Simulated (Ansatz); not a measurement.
Start from BeO in the wurtzite structure (space group P6_3mc, No. 186; a = 2.7118 Å, c = 4.4046 Å). Axes: x lies along a and z along c of the hexagonal cell.

The values are results of PBE, PAW, 420 eV (Ansatz, a quantum-chemistry and plane-wave program; no SOC), not measurements.

Strains are applied to the cell and any free atomic positions relax; under biaxial strain the out-of-plane vector relaxes too.

One change was made to it. Results:

The valence-band top at Γ (three highest levels, from the VBM) changes from 0.00, -0.04, -0.04 eV to 0.00, -0.03, -0.03 eV; the band gap increases by 0.03 eV, from 7.45 eV to 7.48 eV; the electron mass changes from 0.53 mₑ along c, 0.60 mₑ across (at Γ) to 0.53 mₑ out of plane, 0.61 mₑ in plane (at Γ).

**Question.** What was done to the base?
A) biaxial strain +0.56 %, plane normal [001], relaxed out of plane
B) uniaxial strain ε_yy = −1.43 %
C) biaxial strain −0.14 %, plane normal [001], relaxed out of plane

**Answer.** C, biaxial strain −0.14 %, plane normal [001], relaxed out of plane. For comparison, the band gap in the other runs: uniaxial strain ε_yy = −1.43 % gives 7.57 eV; biaxial strain +0.56 %, plane normal [001], relaxed out of plane gives 7.34 eV.

Masses are band curvatures over ±0.01 Å⁻¹ around the edge. Whether these cells are dynamically stable was not tested.
